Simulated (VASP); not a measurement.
# Hf (P6/mmm) in VASP: reference runs

Reference runs on Hf: the cell as given and a disturbed copy.

Program: VASP 6.6.1. These are calculated values, not measurements. Logs are shortened: lines on timing, memory, paths and dates and some standing lists are left out, and cuts for length are marked.

## 1. The structure

The structure is hexagonal, space group P6/mmm (No. 191). Conventional cell: a = 4.962 Å, b = 4.962 Å, c = 3.086 Å, α = 90.00°, β = 90.00°, γ = 120.00°. Around Hf (site symmetry 6/mmm) lie 14 Hf at 3.09 to 3.25 Å. Around Hf (site symmetry -6m2) lie 11 Hf at 2.87 to 3.25 Å.

This isn't the form of Hf at room conditions, which is hcp.

## 2. Single point, PBEsol

File INCAR:

```
  ALGO = Normal
  EDIFF = 1E-7
  ENCUT = 520
  GGA = PS
  ISIF = 2
  ISMEAR = -1
  LASPH = True
  LCHARG = False
  LREAL = False
  LWAVE = False
  NBANDS = 22
  NELM = 80
  PREC = Accurate
  SIGMA = 0.05
```

File KPOINTS:

```
k-points
0
Gamma
  6 6 9
```

File POSCAR:

```
Hf
1.0
    4.9623295440      0.0000000000      0.0000000000
   -2.4811647720      4.2975034470      0.0000000000
    0.0000000000      0.0000000000      3.0862322500
Hf
3
Direct
    0.0000000000      0.0000000000      0.0000000000
    0.3333333333      0.6666666667      0.5000000000
    0.6666666667      0.3333333333      0.5000000000
```

Potentials or basis: VASP PAW PBE potentials, release 64 (Hf_pv).

Run with:

```sh
> cat potpaw_PBE.64/Hf_pv/POTCAR > POTCAR
> mpirun -np 1 vasp_std > vasp.out
```

OUTCAR:

```text
EDIFF = 1E-7
   ENCUT = 520
   GGA = PS
   ISIF = 2
   ISMEAR = -1
   LASPH = True
   LREAL = False
   NELM = 80
   PREC = Accurate

 ion  position               nearest neighbor table
   1  0.000  0.000  0.000-   2 3.25   3 3.25   2 3.25   3 3.25   2 3.25   2 3.25   3 3.25   3 3.25
                             3 3.25   3 3.25   2 3.25   2 3.25
   2  0.333  0.667  0.500-   3 2.87   3 2.87   3 2.87   1 3.25   1 3.25   1 3.25   1 3.25   1 3.25
                             1 3.25
   3  0.667  0.333  0.500-   2 2.87   2 2.87   2 2.87   1 3.25   1 3.25   1 3.25   1 3.25   1 3.25
                             1 3.25

  LATTYP: Found a hexagonal cell.
 ALAT       =     4.9623295440
 C/A-ratio  =     0.6219321435

  Lattice vectors:

 A1 = (   4.9623295440,   0.0000000000,   0.0000000000)
 A2 = (  -2.4811647720,   4.2975034470,   0.0000000000)
 A3 = (   0.0000000000,   0.0000000000,   3.0862322500)

Analysis of symmetry for initial positions (statically):
=====================================================================
 Subroutine PRICEL returns:
 Original cell was already a primitive cell.

 Routine SETGRP: Setting up the symmetry group for a
 hexagonal supercell.

 Subroutine GETGRP returns: Found 24 space group operations
 (whereof 24 operations were pure point group operations)
 out of a pool of 24 trial point group operations.

The static configuration has the point symmetry D_6h.

Analysis of symmetry for dynamics (positions and initial velocities):
=====================================================================
 Subroutine PRICEL returns:
 Original cell was already a primitive cell.

 Routine SETGRP: Setting up the symmetry group for a
 hexagonal supercell.

 Subroutine GETGRP returns: Found 24 space group operations
 (whereof 24 operations were pure point group operations)
 out of a pool of 24 trial point group operations.

The dynamic configuration has the point symmetry D_6h.

 Subroutine INISYM returns: Found 24 space group operations
 (whereof 24 operations are pure point group operations),
 and found     1 'primitive' translations

----------------------------------------------------------------------------------------

                                     Primitive cell

  volume of cell :      65.8158

  direct lattice vectors                    reciprocal lattice vectors
     4.962329544  0.000000000  0.000000000     0.201518257  0.116346620  0.000000000
    -2.481164772  4.297503447  0.000000000     0.000000000  0.232693240  0.000000000
[... 88 lines left out ...]
   LREAL  =      F    real-space projection
   EDIFFG = 0.1E-05   stopping-criterion for IOM
   NSW    =      0    number of steps for IOM
   IBRION =     -1    ionic relax: 0-MD 1-quasi-New 2-CG
   NFREE  =      0    steps in history (QN), initial steepest desc. (CG)
   ISIF   =      2    stress and relaxation
   ISYM   =      2    0-nonsym 1-usesym 2-fastsym
   POTIM  = 0.5000    time-step for ionic-motion
   TEBEG  =    0.0;   TEEND  =   0.0 temperature during run
   PSTRESS=    0.0 pullay stress
   NELECT =      30.0000    total number of electrons
   NUPDOWN=      -1.0000    fix difference up-down
   EMIN   =  10.00;   EMAX   =-10.00  energy-range for DOS
   EFERMI =   0.00;   METHOD = LEGACY
   ISMEAR =    -1;   SIGMA  =   0.05  broadening in eV -4-tet -1-fermi 0-gaus
   EFERMI_NEDOS =   21; number of points for ismear=-14 and -15
   IALGO  =     38    algorithm
   IMIX   =      4    mixing-type and parameters
     AMIX     =   0.40;   BMIX     =  1.00
     AMIX_MAG =   1.60;   BMIX_MAG =  1.00
  volume/ion in A,a.u.               =      21.94       148.05
  Fermi-wavevector in a.u.,A,eV,Ry     =   1.259907  2.380879 21.597416  1.587365
  Thomas-Fermi vector in A             =   2.393443
   LORBIT       =      0    0 simple, 1 ext, 2 COOP (PROOUT), +10 PAW based schemes
   GGA     = PS    functional components
   LHFCALC =     F    Hartree Fock is set to
   AEXX    =    0.0000 exact exchange contribution
   IVDW    =     0    specifies the selected vdW correction
   LEPSILON=     F    determine dielectric tensor
   LRPA    =     F    only Hartree local field effects (RPA)
 non-spin polarized calculation
  energy-cutoff  :      520.00
  volume of cell :       65.82
 maximum number of plane-waves:      1794
 NGX is ok and might be reduce to    40
   NGX = 19   NGY = 19   NGZ = 11

 number of electron      30.0000003 magnetization

 Free energy of the ion-electron system (eV)
  ---------------------------------------------------
  ext. energy  EPLUGINS =         0.00000000
  ---------------------------------------------------
  free energy    TOTEN  =       -31.39876316 eV

  energy without entropy =      -31.37399584  energy(sigma->0) =      -31.38637950

 E-fermi :   4.6874     XC(G=0): -11.4794

 val. band max:        4.6860940094   @ k =   0.3333   0.3333   0.2222
 cond. band min:       4.6906251983   @ k =   0.5000  -0.0000   0.2222
 fundamental gap:      0.0045311888
 Fermi energy:         4.6874158516

 k-point     1 :       0.0000    0.0000    0.0000
  band No.  band energies     occupation
      1     -25.9524      2.00000
      2     -25.9524      2.00000
      3     -25.8939      2.00000
      4     -25.8939      2.00000
      5     -25.5314      2.00000
      6     -25.2809      2.00000
[... 589 lines left out ...]
     21       8.3519      0.00000
     22       9.2187      0.00000

 [... further k-points ...]

------------------------ aborting loop because EDIFF is reached ----------------------------------------

  FORCE on cell =-STRESS in cart. coord.  units (eV):
  Direction    XX          YY          ZZ          XY          YZ          ZX
  --------------------------------------------------------------------------------------
  -------------------------------------------------------------------------------------
  Total       -1.3406064     -1.3406064     -1.0861781      0.0000000      0.0000000     -0.0000000
  in kB      -32.6348361    -32.6348361    -26.4412002      0.0000000      0.0000000     -0.0000000
  external PRESSURE =     -30.5702908 kB  Pullay stress =       0.0000000 kB

 VOLUME and BASIS-vectors are now :
 -----------------------------------------------------------------------------
  energy-cutoff  :      520.00
  volume of cell :       65.82
      direct lattice vectors                 reciprocal lattice vectors
     4.962329544  0.000000000  0.000000000     0.201518257  0.116346620  0.000000000
    -2.481164772  4.297503447  0.000000000     0.000000000  0.232693240  0.000000000
     0.000000000  0.000000000  3.086232250     0.000000000  0.000000000  0.324019685

 POSITION                                       TOTAL-FORCE (eV/Angst)
 -----------------------------------------------------------------------------------
      0.00000      0.00000      0.00000        -0.000000      0.000000      0.000000
     -0.00000      2.86500      1.54312        -0.000000      0.000000      0.000000
      2.48116      1.43250      1.54312         0.000000      0.000000      0.000000
 -----------------------------------------------------------------------------------
    total drift:                                0.000000     -0.000000      0.000000

  FREE ENERGIE OF THE ION-ELECTRON SYSTEM (eV)
  ---------------------------------------------------
  free  energy   TOTEN  =       -31.3987631559 eV

  energy  without entropy=      -31.3739958426  energy(sigma->0) =      -31.38637950
```

OSZICAR:

```text
N       E                     dE             d eps       ncg     rms          rms(c)
DAV:   1     0.981659479944E+02    0.98166E+02   -0.16575E+04  1548   0.130E+03
DAV:   2    -0.269815069505E+02   -0.12515E+03   -0.11865E+03  1762   0.304E+02
DAV:   3    -0.325090787142E+02   -0.55276E+01   -0.52271E+01  2084   0.392E+01
DAV:   4    -0.326155138992E+02   -0.10644E+00   -0.10619E+00  1798   0.549E+00
DAV:   5    -0.326178484711E+02   -0.23346E-02   -0.23340E-02  2106   0.670E-01    0.798E+01
DAV:   6    -0.317168939632E+02    0.90095E+00   -0.81224E-01  1672   0.566E+00    0.466E+01
DAV:   7    -0.314143068315E+02    0.30259E+00   -0.13689E+00  1714   0.672E+00    0.259E+00
DAV:   8    -0.314029025982E+02    0.11404E-01   -0.92368E-02  1978   0.170E+00    0.185E+00
DAV:   9    -0.313987654145E+02    0.41372E-02   -0.20110E-02  1958   0.100E+00    0.606E-01
DAV:  10    -0.313987753162E+02   -0.99017E-05   -0.21467E-03  1872   0.292E-01    0.150E-01
DAV:  11    -0.313987626329E+02    0.12683E-04   -0.82051E-05  1966   0.654E-02    0.492E-02
DAV:  12    -0.313987640774E+02   -0.14445E-05   -0.12218E-05  2066   0.222E-02    0.338E-02
DAV:  13    -0.313987633789E+02    0.69850E-06   -0.15680E-06  1794   0.102E-02    0.934E-03
DAV:  14    -0.313987631301E+02    0.24881E-06   -0.28624E-07  1662   0.346E-03    0.271E-03
DAV:  15    -0.313987631559E+02   -0.25781E-07   -0.10300E-08  1118   0.946E-04
   1 F= -.31398763E+02 E0= -.31386379E+02  d E =-.247673E-01
```

Wall time 53 s (1 thread of Intel Xeon Platinum 8488C (Sapphire Rapids), shared host); peak memory 0.2 GiB.

Results:

```
Free energy            : -31.3988 eV
Pressure               : -3.1 GPa
Band gap on the k mesh : none (metal or under the smearing width)
```

Levels at points of the mesh, in eV from the Fermi level:
```
           k point  band 13  band 14  band 15  band 16  band 17  band 18
(0.00, 0.00, 0.00)    -0.62    -0.62    -0.58    -0.58     1.11     2.15
(0.50, 0.00, 0.00)    -0.45    -0.40    -0.34     0.20     0.88     1.13
```

Caveat: the PAW data sets were made with another functional, which shifts forces and pressure a little. Spin-orbit coupling is left out, which matters for the levels of Hf.

## 3. Single point, PBEsol (atoms moved at random, drawn with an rms of 0.05 Å)

INCAR is that of step 2.

KPOINTS is that of step 2.

File POSCAR:

```
Hf
1.0
    4.9623295440      0.0000000000      0.0000000000
   -2.4811647720      4.2975034470      0.0000000000
    0.0000000000      0.0000000000      3.0862322500
Hf
3
Direct
    0.0076580000      0.0089810000      0.0095940000
    0.3393230000      0.6644730000      0.4890650000
    0.6661210000      0.3289140000      0.5034020000
```

Potentials or basis: VASP PAW PBE potentials, release 64 (Hf_pv).

Run with:

```sh
> cat potpaw_PBE.64/Hf_pv/POTCAR > POTCAR
> mpirun -np 1 vasp_std > vasp.out
```

It took 3.3 min on 1 thread of Intel Xeon Platinum 8488C (Sapphire Rapids), shared host; peak memory 0.32 GiB.

It converged, with:

| Item | Value |
| --- | --- |
| Free energy | -31.3884 eV |
| Pressure | -3.0 GPa |
| Largest force | 0.246 eV/Å |
| Band gap on the k mesh | none (metal or under the smearing width) |

Forces in eV/Å, atoms in the order of the input:
```
Hf   0.006 -0.140 -0.202
Hf  -0.085  0.056  0.161
Hf   0.079  0.084  0.041
```

Stress tensor (GPa, compression positive):
```
-3.21 -0.10 -0.02
-0.10 -3.06  0.10
-0.02  0.10 -2.61
```

Levels at points of the mesh, in eV from the Fermi level:
| k point | band 12 | band 13 | band 14 | band 15 | band 16 | band 17 | band 18 | band 19 |
| --- | --- | --- | --- | --- | --- | --- | --- | --- |
| (0.00, 0.00, 0.00) | -0.70 | -0.65 | -0.58 | -0.55 | -0.51 | 1.12 | 2.14 | 2.15 |
| (0.50, 0.00, 0.00) | -3.53 | -0.44 | -0.37 | -0.30 | 0.15 | 0.84 | 1.13 | 1.60 |
| (0.00, 0.50, 0.00) | -3.54 | -0.50 | -0.46 | -0.29 | 0.25 | 0.89 | 1.13 | 1.60 |
| (0.50, 0.50, 0.00) | -3.54 | -0.54 | -0.41 | -0.31 | 0.25 | 0.90 | 1.13 | 1.60 |

Caveat: the PAW data sets were made with another functional, which shifts forces and pressure a little. Spin-orbit coupling is left out, which matters for the levels of Hf.
